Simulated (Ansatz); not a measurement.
Crystal: HfN.

```
CELL_PARAMETERS angstrom
0.00000 2.25600 2.25600
2.25600 0.00000 2.25600
2.25600 2.25600 0.00000
ATOMIC_POSITIONS crystal
Hf 0.00000 0.00000 0.00000
N 0.50000 0.50000 0.50000
```

| Property | Result |
| --- | --- |
| Program | Ansatz 0.2.0 |
| Task | relaxation of cell and atoms |
| Functional | BLYP |
| Potentials or basis | all-electron LAPW, scalar-relativistic |
| Basis error allowed | 0.001 eV/atom |
| k mesh | 10 × 10 × 10 |
| Occupations | fermi-dirac, width 0.05 eV |
| Spin | no spin polarisation |

At the start: volume 11.48 Å³/atom.

How do energy, volume and symmetry change on relaxing?

Over 5 steps the energy falls by 30.6 meV/atom and the volume is 12.14 Å³/atom (+5.8 %); space group Fm-3m (No. 225, to 0.05 Å).

The path:
| step | energy change (eV) | largest force (eV/Å) | volume (Å³) |
| --- | --- | --- | --- |
| 1 | 0.0000 | 0.0000 | 22.96 |
| 2 | -0.0488 | 0.0000 | 24.93 |
| 3 | -0.0611 | 0.0000 | 24.35 |
| 4 | -0.0612 | 0.0000 | 24.29 |
| 5 | -0.0612 | 0.0000 | 24.29 |

Final structure:
```yaml
crystal:
  lattice:
    - [0.00000, 2.29858, 2.29858]
    - [2.29858, 0.00000, 2.29858]
    - [2.29858, 2.29858, 0.00000]
  atoms:
    - { symbol: Hf, position: [0.00000, 0.00000, 0.00000] }
    - { symbol: N, position: [0.50000, 0.50000, 0.50000] }
```
